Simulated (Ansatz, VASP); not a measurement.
**One calculation of LiH, two programs**

```xyz
2
Lattice="0.0000 2.1138 1.8699 2.1138 0.0000 1.8699 2.1138 2.1138 0.0000" Properties=species:S:1:pos:R:3 pbc="T T T"
Li    0.0000    0.0000    0.0000
H     2.1138    2.1138    1.8699
```

Change from the starting cell: strain +0.040 along x and y, -0.080 along z, atoms carried along.

Alike in both runs: task single point; functional PBEsol; k mesh 10 × 10 × 10; occupations gaussian, width 0.05 eV; no spin polarisation.

|  | VASP | Ansatz |
| --- | --- | --- |
| version | VASP 6.6.1 | Ansatz 0.2.0 |
| potentials or method | VASP PAW PBE potentials, release 64 (Li_sv, H) | scalar-relativistic, plane waves, PAW |
| plane-wave cutoff (eV) | 520 | 420 |
| valence electrons in the cell | 4 | 4 |

VASP gave:

| Item | Value |
| --- | --- |
| gap on the k mesh at the Fermi level (eV) | 1.70 |
| least direct gap on the mesh (eV) | 2.57 |

Problem. Which values does Ansatz return?

Solution. gap on the k mesh at the Fermi level (eV): 1.70; least direct gap on the mesh (eV): 2.58.

With one functional, cell and mesh, what is left measures potentials, basis and numerics.

 A k mesh can miss the band edges.
